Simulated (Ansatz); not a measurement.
Consider the substitution at a C–C bond: `C=CCCC(=O)OCC` + acetic acid → `C=COC(C)=O` + `CCOC(=O)CC`.

Computed with Ansatz on PBE0-D4/def2-TZVP structures; ΔE is electronic, products minus reactants. CCSD(T)/CBS is the MP2 limit (def2-TZVPP, def2-QZVPP) plus CCSD(T) − MP2 in def2-TZVPP, frozen cores. Functionals use def2-TZVPP. B3LYP here is the variant with VWN-RPA as its local correlation; programs differ in this. One conformer a species, not always the lowest.

`C=CCCC(=O)OCC`:

```xyz
21

C     2.368    1.693   -2.557
C     1.440    1.537   -1.623
C     1.725    1.283   -0.179
C     1.206   -0.067    0.298
C    -0.296   -0.154    0.318
O    -1.046    0.784    0.252
O    -0.698   -1.425    0.442
C    -2.113   -1.641    0.532
C    -2.608   -1.470    1.947
H     2.106    1.872   -3.593
H     3.426    1.654   -2.317
H     0.389    1.588   -1.896
H     1.257    2.067    0.426
H     2.803    1.331   -0.004
H     1.542   -0.265    1.323
H     1.596   -0.885   -0.312
H    -2.256   -2.664    0.182
H    -2.619   -0.954   -0.148
H    -2.076   -2.136    2.629
H    -2.475   -0.440    2.281
H    -3.673   -1.709    1.998
```

`CC(=O)O`:

```xyz
8

C    -0.272    0.626    0.676
C     0.404   -0.351   -0.232
O     1.527   -0.759   -0.119
O    -0.409   -0.743   -1.232
H    -0.587    1.502    0.107
H    -1.170    0.174    1.101
H     0.411    0.920    1.468
H     0.098   -1.368   -1.769
```

`C=COC(C)=O`:

Z-matrix (Å, degrees):
```
C
C 1 1.494
H 1 1.092 2 109.8
H 1 1.087 2 109.5 3 -121.2
H 1 1.092 2 109.8 3 117.7
O 2 1.197 1 126.2 3 121.3
O 2 1.359 1 110.1 3 -58.7
C 7 1.372 2 117.9 1 -180.0
C 8 1.321 7 120.2 2 -179.8
H 8 1.082 7 114.6 2 0.2
H 9 1.081 8 119.5 7 -180.0
H 9 1.083 8 121.7 7 -0.0
```

`CCOC(=O)CC`:

Z-matrix (Å, degrees):
```
C
C 1 1.509
H 1 1.093 2 109.8
H 1 1.092 2 110.8 3 119.5
H 1 1.091 2 110.7 3 -119.4
O 2 1.433 1 111.4 3 -175.9
H 2 1.091 1 111.4 3 -59.5
H 2 1.091 1 111.1 3 62.5
C 6 1.340 2 116.5 1 -84.8
O 9 1.202 6 123.9 2 -0.7
C 9 1.504 6 110.8 2 179.6
C 11 1.514 9 113.0 6 -179.9
H 11 1.095 9 107.4 6 56.5
H 11 1.095 9 107.3 6 -56.3
H 12 1.091 11 110.5 9 -179.9
H 12 1.091 11 111.0 9 -59.6
H 12 1.091 11 111.0 9 59.7
```

```csv
level,ΔE (eV)
PBE-D4,0.29
ωB97X-V,0.32
B3LYP,0.24
HF/def2-TZVPP,0.30
SCS-MP2/def2-TZVPP,0.38
CCSD/def2-TZVPP,0.37
CCSD(T)/def2-TZVPP,0.37
MP2/def2-QZVPP,0.42
```

Task: What does CCSD(T)/CBS give? (Estimate.)

Result: Ansatz gave: +0.38 eV. The listed levels differ from it by -0.09, -0.06, -0.14, -0.08, 0.00, -0.01, -0.01, 0.04 eV.

Largest T1 diagnostic among the species: 0.015.

The D4 term adds +0.04 eV with B3LYP and +0.02 eV with PBE0; it sums over pairs of atoms, weighted by their polarisabilities, and B3LYP, whose exchange is more repulsive, gets the larger term. From PBE to PBE0 (25 % exact exchange), in def2-TZVPP and without D4, ΔE moves by +0.04 eV. In def2-TZVPP, CCSD(T) changes the Hartree–Fock value by +0.07 eV (the triples alone add −0.00 eV) and MP2 by +0.12 eV.

CCSD(T)/CBS has its own doubt, a few kJ/mol and more with outer-core shells, so smaller differences from it don't rank the levels.
